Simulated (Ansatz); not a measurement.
Write the native input for Ansatz 0.2.0 that does the following.

```yaml
Task: relaxation of cell and atoms
Functional: BLYP
Dispersion: D4
Potentials_or_basis: Ansatz PAW
Cutoff: "420 eV (not typed: the program's choice for these potentials)"
k_mesh: 9 × 9 × 5
Occupations: fermi-dirac, width 0.05 eV
Spin: no spin polarisation
```

Crystal: In.

```
In
1.0
     3.33548    0.00000    0.00000
    -1.66774    2.88861    0.00000
     0.00000    0.00000    5.50914
In
2
Cartesian
  1.6677 0.9629 4.1319
  0.0000 1.9257 1.3773
```

This isn't the form of In at room conditions, which is tetragonal.

These files were run (other wordings do the same):

input.yaml

```yaml
crystal:
  lattice:
    - [3.335484782, 0.0, 0.0]
    - [-1.667742391, 2.8886145552, 0.0]
    - [0.0, 0.0, 5.50914292]
  atoms:
    - { symbol: In, position: [0.6666666667, 0.3333333333, 0.75] }
    - { symbol: In, position: [0.3333333333, 0.6666666667, 0.25] }
hamiltonian:
  xc: blyp
  pseudopotentials: { kind: paw }
  dispersion: d4
kpoints:
  mp_grid: { grid: [9, 9, 5] }
scf:
  occupations: { method: fermi_dirac, width: 0.05 }
output:
  forces: true
  stress: true
  eigenvalues: true
relax:
  f_tol: 0.01
  max_steps: 40
  cell: { stress_tol: 0.05 }
```

Potentials or basis: Ansatz PAW.

Command:

```sh
$ ansatz run input.yaml --threads 2 --pin off --max-ram 5632MiB --backend cpu --events-out ev --progress --plain --runs-dir out
```

Results of the run:

```
Relaxed volume                         : 27.91 Å³/atom
Relaxed cell                           : a = 3.302 Å, b = 3.302 Å, c = 5.913 Å, α = 90.00°, β = 90.00°, γ = 120.00°
Space group after relaxing (to 0.05 Å) : P6_3/mmc (No. 194)
Energy gained by relaxing              : 14.9 meV/atom
Ionic steps                            : 8
Pressure after relaxing                : 0.0 GPa
Band gap on the k mesh                 : none (metal or under the smearing width)
```

Caveat: the plane-wave basis is chosen anew once the cell has moved, so the energies of steps on either side of that aren't comparable; pairwise dispersion overbinds metals, which lowers pressure and volume; the PAW data sets come from PBE, with cores solved anew for the run's functional, which leaves a small shift of forces and pressure.

Run time: 20 s on 2 threads of Intel(R) Xeon(R) Processor @ 2.50GHz (Skylake/Cascade Lake) (shared host), peak memory 0.37 GiB.
